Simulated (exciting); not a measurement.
# PbS (Galena) (Fm-3m) in exciting: notebook

The runs below take PbS (Galena) through band structure, with LDA.

Everything below comes from runs of exciting (release sodium). Logs are shortened: lines on timing, memory, paths and dates and some standing lists are left out, and cuts for length are marked.

## 1. Starting point

The structure is cubic, space group Fm-3m (No. 225). Conventional cell: a = 5.931 Å, b = 5.931 Å, c = 5.931 Å, α = 90.00°, β = 90.00°, γ = 90.00°. Pb (site symmetry m-3m) has 6 S at 2.97 Å as nearest neighbours. S (site symmetry m-3m) is surrounded by 6 Pb at 2.97 Å.

## 2. Band structure, LDA

input.xml

```xml
<input>
  <title>PbS</title>
  <structure speciespath="./" tshift="false">
    <crystal scale="1">
      <basevect>0.000000000000 5.604455254109 5.604455254109</basevect>
      <basevect>5.604455254109 0.000000000000 5.604455254109</basevect>
      <basevect>5.604455254109 5.604455254109 0.000000000000</basevect>
    </crystal>
    <species speciesfile="Pb.xml" rmt="2.3">
      <atom coord="0.000000000000 0.000000000000 0.000000000000"/>
    </species>
    <species speciesfile="S.xml" rmt="1.9">
      <atom coord="0.500000000000 0.500000000000 0.500000000000"/>
    </species>
  </structure>
  <groundstate do="fromscratch" ngridk="8 8 8" rgkmax="7.5" gmaxvr="14" lmaxapw="10" lmaxmat="10" lmaxvr="8" xctype="LDA_PW" stype="Fermi Dirac" swidth="0.00183747" nempty="10" ValenceRelativity="iora*" epsengy="1e-05" epspot="1e-05" maxscl="60" outputlevel="normal"/>
  <properties>
    <bandstructure>
      <plot1d>
        <path steps="80">
          <point coord="0 0 0" label="G"/>
          <point coord="0.5 0 0.5" label="X"/>
          <point coord="0.5 0.25 0.75" label="W"/>
          <point coord="0.375 0.375 0.75" label="K"/>
          <point coord="0 0 0" label="G"/>
          <point coord="0.5 0.5 0.5" label="L"/>
          <point coord="0.625 0.25 0.625" label="U"/>
          <point coord="0.5 0.25 0.75" label="W"/>
          <point coord="0.5 0.5 0.5" label="L"/>
          <point coord="0.375 0.375 0.75" label="K" breakafter="true"/>
          <point coord="0.625 0.25 0.625" label="U"/>
          <point coord="0.5 0 0.5" label="X"/>
        </path>
      </plot1d>
    </bandstructure>
    <dos nwdos="300" winddos="-0.6 0.5" inttype="tetra" ngrdos="100" nsmdos="0" lmirep="true"/>
  </properties>
</input>
```

Potentials or basis: all-electron LAPW+lo, shipped species files, valence relativity iora*.

Command:

```
OMP_NUM_THREADS=1 exciting_smp
```

INFO.OUT:

```text
================================================================================
EXCITING SODIUM started
[... 10 lines left out ...]

 Lattice vectors (cartesian) :
      0.0000000000      5.6044552541      5.6044552541
      5.6044552541      0.0000000000      5.6044552541
      5.6044552541      5.6044552541      0.0000000000

 Reciprocal lattice vectors (cartesian) :
     -0.5605527230      0.5605527230      0.5605527230
      0.5605527230     -0.5605527230      0.5605527230
      0.5605527230      0.5605527230     -0.5605527230

 Unit cell volume                           :     352.0709677261
 Brillouin zone volume                      :       0.7045460608

 Species :    1 (Pb)
     parameters loaded from                 :    Pb.xml
     name                                   :    lead
     nuclear charge                         :     -82.00000000
     electronic charge                      :      82.00000000
     atomic mass                            :  377702.49410000
     muffin-tin radius                      :       2.30000000
     # of radial points in muffin-tin       :     450

     atomic positions (lattice) :
       1 :   0.00000000  0.00000000  0.00000000

 Species :    2 (S)
     parameters loaded from                 :    S.xml
     name                                   :    sulphur
     nuclear charge                         :     -16.00000000
     electronic charge                      :      16.00000000
     atomic mass                            :   58452.74216000
     muffin-tin radius                      :       1.90000000
     # of radial points in muffin-tin       :     300

     atomic positions (lattice) :
       1 :   0.50000000  0.50000000  0.50000000

 Total number of atoms per unit cell        :       2

 Spin treatment                             :    spin-unpolarised

 Number of Bravais lattice symmetries       :      48
 Number of crystal symmetries               :      48

 k-point grid                               :       8    8    8
 Total number of k-points                   :      29
 k-point set is reduced with crystal symmetries

 R^MT_min * |G+k|_max (rgkmax)              :       7.50000000
 Species with R^MT_min                      :       2 (S)
 Maximum |G+k| for APW functions            :       3.94736842
 Maximum |G| for potential and density      :      14.00000000

 G-vector grid sizes                        :      36    36    36
 Total number of G-vectors                  :   16361

 Maximum angular momentum used for
     APW functions                          :      10
     computing H and O matrix elements      :      10
     potential and density                  :       8
     inner part of muffin-tin               :       2

 Total nuclear charge                       :     -98.00000000
 Total electronic charge                    :      98.00000000
 Total core charge                          :      78.00000000
 Total valence charge                       :      20.00000000

 Number of empty states                     :      10
 Total number of valence states             :      21

 Maximum Hamiltonian size                   :     398
 Maximum number of plane-waves              :     380
 Total number of local-orbitals             :      18

 Exchange-correlation type                  :       3
     Perdew-Wang, Phys. Rev. B 45, 13244 (1992)

 Smearing scheme                            :    Fermi-Dirac
[... 19 lines left out ...]
+ SCF iteration number :    1                                                  +
++++++++++++++++++++++++++++++++++++++++++++++++++++++++++++++++++++++++++++++++
 Total energy                               :    -21307.67429393
 _______________________________________________________________
 Fermi energy                               :         0.20874781
 Kinetic energy                             :     24755.46201262
 Coulomb energy                             :    -45659.72230454
 Exchange energy                            :      -393.54128729
 Correlation energy                         :        -9.87271472

 DOS at Fermi energy (states/Ha/cell)       :         0.00887505

 Electron charges :
     core                                   :        78.00000000
     core leakage                           :         0.01307829
     valence                                :        20.00000000
     interstitial                           :         5.29299733
     charge in muffin-tin spheres :
                  atom     1    Pb          :        78.89210681
                  atom     2     S          :        13.81489587
     total charge in muffin-tins            :        92.70700267
     total charge                           :        98.00000000

++++++++++++++++++++++++++++++++++++++++++++++++++++++++++++++++++++++++++++++++
+ SCF iteration number :    2                                                  +
++++++++++++++++++++++++++++++++++++++++++++++++++++++++++++++++++++++++++++++++
 Total energy                               :    -21312.89813260
 _______________________________________________________________
 Fermi energy                               :         0.21378326
 Kinetic energy                             :     24751.07629950
 Coulomb energy                             :    -45660.58440532
 Exchange energy                            :      -393.51967620
 Correlation energy                         :        -9.87035057

 DOS at Fermi energy (states/Ha/cell)       :         0.30264210

 Electron charges :
     core                                   :        78.00000000
     core leakage                           :         0.01292974
     valence                                :        20.00000000
     interstitial                           :         5.41925899
     charge in muffin-tin spheres :
                  atom     1    Pb          :        78.98056479
                  atom     2     S          :        13.60017622
     total charge in muffin-tins            :        92.58074101
     total charge                           :        98.00000000

 RMS change in effective potential (target) :  0.411439E-01  ( 0.100000E-04)
 Absolute change in total energy   (target) :   5.22384      ( 0.100000E-04)
 Charge distance                   (target) :  0.509606E-02  ( 0.100000E-04)

++++++++++++++++++++++++++++++++++++++++++++++++++++++++++++++++++++++++++++++++
+ SCF iteration number :    3                                                  +
++++++++++++++++++++++++++++++++++++++++++++++++++++++++++++++++++++++++++++++++
 Total energy                               :    -21314.56702457
 _______________________________________________________________
 Fermi energy                               :         0.21443222
 Kinetic energy                             :     24749.51062491
 Coulomb energy                             :    -45660.70049473
 Exchange energy                            :      -393.50767409
 Correlation energy                         :        -9.86948065

 DOS at Fermi energy (states/Ha/cell)       :         0.97029212

 Electron charges :
     core                                   :        78.00000000
     core leakage                           :         0.01289498
     valence                                :        20.00000000
     interstitial                           :         5.46184599
     charge in muffin-tin spheres :
                  atom     1    Pb          :        79.01507584
                  atom     2     S          :        13.52307817
     total charge in muffin-tins            :        92.53815401
     total charge                           :        98.00000000
[... 240 lines left out ...]
 DOS at Fermi energy (states/Ha/cell)       :         1.39068149

 Electron charges :
     core                                   :        78.00000000
     core leakage                           :         0.01291366
     valence                                :        20.00000000
     interstitial                           :         5.46669470
     charge in muffin-tin spheres :
                  atom     1    Pb          :        79.03183896
                  atom     2     S          :        13.50146634
     total charge in muffin-tins            :        92.53330530
     total charge                           :        98.00000000

 RMS change in effective potential (target) :  0.219517E-08  ( 0.100000E-04)
 Absolute change in total energy   (target) :  0.535062E-05  ( 0.100000E-04)
 Charge distance                   (target) :  0.906658E-09  ( 0.100000E-04)

++++++++++++++++++++++++++++++++++++++++++++++++++++++++++++++++++++++++++++++++
+ SCF iteration number :   13                                                  +
++++++++++++++++++++++++++++++++++++++++++++++++++++++++++++++++++++++++++++++++
 Total energy                               :    -21315.45012927
 _______________________________________________________________
 Fermi energy                               :         0.20997239
 Kinetic energy                             :     24748.58510079
 Coulomb energy                             :    -45660.66238788
 Exchange energy                            :      -393.50356073
 Correlation energy                         :        -9.86928144

 DOS at Fermi energy (states/Ha/cell)       :         1.39068145

 Electron charges :
     core                                   :        78.00000000
     core leakage                           :         0.01291366
     valence                                :        20.00000000
     interstitial                           :         5.46669470
     charge in muffin-tin spheres :
                  atom     1    Pb          :        79.03183895
                  atom     2     S          :        13.50146634
     total charge in muffin-tins            :        92.53330530
     total charge                           :        98.00000000

 RMS change in effective potential (target) :  0.270695E-08  ( 0.100000E-04)
 Absolute change in total energy   (target) :  0.140973E-05  ( 0.100000E-04)
 Charge distance                   (target) :  0.385589E-09  ( 0.100000E-04)

++++++++++++++++++++++++++++++++++++++++++++++++++++++++++++++++++++++++++++++++
| Convergency criteria checked for the last 2 iterations                       +
| Convergence targets achieved. Performing final SCF iteration                 +
++++++++++++++++++++++++++++++++++++++++++++++++++++++++++++++++++++++++++++++++
 Total energy                               :    -21315.45012859
 _______________________________________________________________
 Fermi energy                               :         0.20997239
 Kinetic energy                             :     24748.58510119
 Coulomb energy                             :    -45660.66238762
 Exchange energy                            :      -393.50356072
 Correlation energy                         :        -9.86928144

 DOS at Fermi energy (states/Ha/cell)       :         1.39068148

 Electron charges :
     core                                   :        78.00000000
     core leakage                           :         0.01291366
     valence                                :        20.00000000
     interstitial                           :         5.46669470
     charge in muffin-tin spheres :
                  atom     1    Pb          :        79.03183895
                  atom     2     S          :        13.50146634
     total charge in muffin-tins            :        92.53330530
     total charge                           :        98.00000000

++++++++++++++++++++++++++++++++++++++++++++++++++++++++++++++++++++++++++++++++
[... 12 lines left out ...]
| EXCITING SODIUM stopped                                                      =
================================================================================
```

Run time: 85 s. Hardware: 1 thread of Arm Neoverse V2, shared host; peak memory 0.14 GiB.

What came out:

```yaml
Free_energy: -580022.9469 eV
Band_gap_on_the_k_mesh: 0.23 eV, direct
Band_gap_along_the_path: 0.23 eV, direct
All_electrons_inside_the_program's_atomic_spheres: Pb 79.03; S 13.50 (radii Pb 2.3, S 1.9 bohr)
```

Levels at the corners of the path, in eV from the valence-band top:
```tsv
point	band 7	band 8	band 9	band 10	band 11	band 12	band 13	band 14
Γ	-6.12	-2.13	-2.13	-2.13	5.09	5.09	5.09	6.66
X	-7.32	-5.22	-3.43	-3.43	3.76	5.49	5.58	5.58
W	-8.06	-4.44	-4.44	-0.99	2.07	4.58	4.58	8.06
K	-8.10	-4.80	-2.92	-2.50	3.24	4.05	4.97	6.12
Γ	-6.12	-2.13	-2.13	-2.13	5.09	5.09	5.09	6.66
L	-8.95	-1.72	-1.72	0.00	0.23	1.85	1.85	8.51
U	-8.10	-4.80	-2.92	-2.50	3.24	4.05	4.97	6.12
W	-8.06	-4.44	-4.44	-0.99	2.07	4.58	4.58	8.06
L	-8.95	-1.72	-1.72	0.00	0.23	1.85	1.85	8.51
K	-8.10	-4.80	-2.92	-2.50	3.24	4.05	4.97	6.12
U	-8.10	-4.80	-2.92	-2.50	3.24	4.05	4.97	6.12
X	-7.32	-5.22	-3.43	-3.43	3.76	5.49	5.58	5.58
```

States per cell in windows of 1 eV (zero at the valence-band top; states under -8 eV left out):
| from (eV) | total | S2 p | Pb1 p | Pb1 s | S2 d | S2 s | Pb1 d |
| --- | --- | --- | --- | --- | --- | --- | --- |
| -8.0 | 0.65 | 0.02 | 0.00 | 0.28 | 0.00 | 0.08 | 0.00 |
| -7.0 | 0.07 | 0.00 | 0.00 | 0.03 | 0.00 | 0.02 | 0.00 |
| -6.0 | 0.02 | 0.01 | 0.00 | 0.00 | 0.00 | 0.00 | 0.00 |
| -5.0 | 0.58 | 0.15 | 0.05 | 0.01 | 0.00 | 0.00 | 0.00 |
| -4.0 | 1.40 | 0.43 | 0.10 | 0.01 | 0.00 | 0.01 | 0.01 |
| -3.0 | 1.97 | 0.73 | 0.10 | 0.03 | 0.00 | 0.01 | 0.02 |
| -2.0 | 1.43 | 0.57 | 0.04 | 0.10 | 0.00 | 0.01 | 0.02 |
| -1.0 | 0.59 | 0.22 | 0.02 | 0.08 | 0.00 | 0.01 | 0.01 |
| 0.0 | 0.08 | 0.01 | 0.01 | 0.00 | 0.00 | 0.01 | 0.00 |
| 1.0 | 0.85 | 0.07 | 0.17 | 0.01 | 0.01 | 0.05 | 0.00 |
| 2.0 | 1.35 | 0.12 | 0.32 | 0.01 | 0.03 | 0.03 | 0.00 |
| 3.0 | 1.66 | 0.25 | 0.32 | 0.01 | 0.05 | 0.01 | 0.02 |
| 4.0 | 1.94 | 0.43 | 0.31 | 0.01 | 0.05 | 0.00 | 0.02 |
| 5.0 | 0.54 | 0.09 | 0.10 | 0.00 | 0.01 | 0.00 | 0.01 |
| 6.0 | 0.73 | 0.02 | 0.08 | 0.00 | 0.03 | 0.00 | 0.03 |
| 7.0 | 1.06 | 0.02 | 0.08 | 0.01 | 0.07 | 0.00 | 0.04 |

Caveat: the tetrahedron DOS on this energy grid can lose part of the weight of narrow d or f bands; spin-orbit coupling is left out, which as a rule narrows the gap of such compounds by several tenths of an eV.

(Part 1 of 2 ends here.)
